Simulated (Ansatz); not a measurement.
# A decomposition energy, worked out: GaSb3

Level of theory: DFT PBE, scalar-relativistic, plane waves, PAW in Ansatz. All cells share a 420 eV cutoff and Γ-centred k meshes spaced at most about 0.3 Å⁻¹ (about 0.25 or finer for metals, 2π included). No spin polarisation.

Energies over the elements count from the elements' standard structures at the same level, with no fitted energy shifts.

All energies are static (0 K, no zero-point motion). These runs have no spin–orbit coupling, which can matter for Sb.

A trial structure of GaSb3 (reached from: random cell; relaxed: space group Cmmm (No. 65), a = 6.043 Å, b = 6.337 Å, c = 5.644 Å) has a formation energy of 0.115 eV/atom. It holds Sb–Sb nets (shortest 3.02 Å). At its composition the lowest mixture among the elements and 2 reference phases computed alike (others may be missing) consists of these:

```json
{"phase": "Sb (solid)", "source": "element", "ΔE_f (eV/atom)": "-0.002"}
{"phase": "GaSb (F-43m)", "source": "Materials Project", "ΔE_f (eV/atom)": "-0.166"}
```

The lowest database cell of Sb (-0.002) lies slightly below the reference, hence the non-zero entry.

Q: Write the balanced decomposition and find its energy per atom, per formula unit and per mole of formula units.

A: Balancing Ga and Sb gives GaSb3 → 2 Sb + GaSb. The left side holds 4 atoms, and the products take 2/4 (Sb) and 2/4 (GaSb) of them. The mixture therefore lies at 2/4 × (-0.002) + 2/4 × (-0.166) = -0.084 eV/atom. The reaction energy is -0.084 − (0.115) = -0.199 eV/atom. Times 4 atoms that is -0.796 eV per GaSb3, and times 96.485 it is -77 kJ per mole of GaSb3. Decomposition is downhill, so the trial structure is unstable against this mixture.
